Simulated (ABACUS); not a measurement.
Fe:

```
Fe
1.0
    -1.44300    1.44300    1.44300
     1.44300   -1.44300    1.44300
     1.44300    1.44300   -1.44300
Fe
1
Direct
  0.00000 0.00000 0.00000
```

Program: ABACUS 3.10.1. Alike in all runs: task single point; spin collinear, ferromagnetic start; cell as given; smearing fermi-dirac 0.05 eV.

Task: Order these runs on this cell by their pressure, lowest first.
A. level B86bPBE; potentials or basis SG15 ONCV 1.2 PBE, plane waves; k mesh 10 × 10 × 10; cutoff (eV) 1225; mesh quality not flagged
B. level rSCAN; potentials or basis SG15 ONCV 1.2 PBE, plane waves; k mesh 8 × 8 × 8; cutoff (eV) 1415; mesh quality coarse
C. level RPBE; potentials or basis GBRV ultrasoft 1.5 PBE, plane waves; k mesh 10 × 10 × 10; cutoff (eV) 544; mesh quality not flagged

Result: A (-7.0 GPa), C (-4.6 GPa), B (-1.5 GPa).

Caveats: some runs use coarse meshes; the potentials were made for another functional, which shifts forces and pressure.
